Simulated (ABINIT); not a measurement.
Crystal: PbS (Galena).

```
CELL_PARAMETERS angstrom
0.00000 2.96575 2.96575
2.96575 0.00000 2.96575
2.96575 2.96575 0.00000
ATOMIC_POSITIONS crystal
Pb 0.00000 0.00000 0.00000
S 0.50000 0.50000 0.50000
```

Base run:

- Program: ABINIT 10.8.3 (patched build)
- Functional: LDA
- Potentials or basis: PseudoDojo NC SR LDA v0.4.1 standard
- Cutoff: 762 eV
- k mesh: 6 × 6 × 6
- Occupations: fermi-dirac, width 0.05 eV
- Spin: no spin polarisation

Its results: band gap on the k mesh 0.24 eV, direct.

Task: The run is repeated on the same cell with these changes: functional from LDA to PBE; potentials or basis from PseudoDojo NC SR LDA v0.4.1 standard to JTH PAW PBE v2.0; cutoff from 762 eV to 408 eV. What comes out?

Result: Band gap on the k mesh 0.36 eV, direct.

Caveats: spin-orbit coupling is left out, which as a rule narrows the gap of such compounds by several tenths of an eV.

A k mesh can miss the band edges.

Not every run made on this cell is shown here.
